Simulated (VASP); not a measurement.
SiC (Moissanite 3C):

```
Si C
1.0
     0.00000    2.17900    2.17900
     2.17900    0.00000    2.17900
     2.17900    2.17900    0.00000
Si C
1 1
Direct
  0.00000 0.00000 0.00000
  0.25000 0.25000 0.25000
```

Base run:

```yaml
Program: VASP 6.6.1
Functional: HSE06
Potentials_or_basis: VASP PAW PBE potentials, release 64 (Si, C)
Cutoff: 520 eV
k_mesh: 6 × 6 × 6
Occupations: gaussian, width 0.03 eV
Spin: no spin polarisation
```

Its results: band gap on the k mesh 2.25 eV, indirect (least direct gap 5.75 eV); pressure -1.8 GPa.

Q: The run is repeated on the same cell with these changes: functional from HSE06 to PBE; further incar settings from ALGO = Normal; EDIFF = 1e-07 to ALGO = Fast; EDIFF = 1e-07. What comes out?

A: Band gap on the k mesh 1.35 eV, indirect (least direct gap 4.54 eV); pressure 3.3 GPa.

Caveats: the PAW data sets were made with another functional, which shifts forces and pressure a little (some runs).
